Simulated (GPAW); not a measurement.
Runs of GPAW 26.7.0 on WC (Qusongite). The structure is hexagonal, space group P-6m2 (No. 187). The conventional cell has a = 2.907 Å, b = 2.907 Å, c = 2.837 Å, α = 90.00°, β = 90.00°, γ = 120.00°. W (site symmetry -6m2) has 6 C at 2.20 Å as nearest neighbours. Around C (site symmetry -6m2) lie 6 W at 2.20 Å. 

```csv
task,level,potentials or basis,cell,k mesh,cutoff (eV),smearing,maxiter,optimizer,fmax,max steps,exx fraction,other keys,mesh quality,gap on the mesh (eV),pressure (GPa),relaxed volume (Å³/atom)
relaxation of cell and atoms,PBEint,"PAW data sets generated in the run's folder for this functional, pw",relaxed,7 × 7 × 7,800,fermi-dirac 0.05 eV,150,BFGS,0.02 eV/Å,100,-,-,not flagged,none,0.0,10.35
hybrid scf,r2SCANh+D4,"GPAW PAW data sets (gpaw-data 1.2.1), pw",as given,3 × 3 × 3,650,fermi-dirac 0.05 eV,40,-,-,-,0.1,-,coarse,none,-,-
Fermi surface,PBE+D3,"GPAW PAW data sets (gpaw-data 1.2.1), pw",as given,5 × 5 × 5,680,marzari-vanderbilt 0.2 eV,80,-,-,-,-,"several, not listed",coarse,none,0.8,-
electron localisation function,PBE,"GPAW PAW data sets (gpaw-data 1.2.1), other valence, pw",as given,5 × 5 × 5,680,fermi-dirac 0.01 eV,150,-,-,-,-,-,coarse,none,17.4,-
single point,PBE,"GPAW PAW data sets (gpaw-data 1.2.1), pw",as given,8 × 8 × 8,650,fermi-dirac 0.05 eV,80,-,-,-,-,-,not flagged,none,(a),-
relaxation of cell and atoms,r2SCAN+D4,"GPAW PAW data sets (gpaw-data 1.2.1), pw",relaxed,7 × 7 × 7,800,fermi-dirac 0.05 eV,150,LBFGS,0.02 eV/Å,60,-,-,not flagged,none,0.1,10.35
electron localisation function,PBEsol,"PAW data sets generated in the run's folder for this functional, pw",as given,5 × 5 × 5,680,fermi-dirac 0.01 eV,150,-,-,-,-,-,coarse,none,-3.6,-
```

Alike in all rows: no spin polarisation.

Fill in the values left out.

(a) 5.4.

Caveats: some runs use coarse meshes; the cutoff is short for stress and forces, so pressures can be off by a GPa or more (some runs); pairwise dispersion overbinds metals, which lowers pressure and volume (some runs); later steps reuse the first step's grids (some runs); the PAW data sets were made with another functional, which shifts forces and pressure a little (some runs); exact exchange converges slowly with the k mesh, and this mesh is small (some runs); the scaled meta-GGA exchange is a class typed in the script (some runs); this smearing can pin the Fermi level at a band edge (some runs).

A k mesh can miss the band edges, and the runs leave out spin-orbit coupling on W.

A gap of «none» marks a metal or a gap under the smearing width.

The runs don't all hold the same shells in valence.
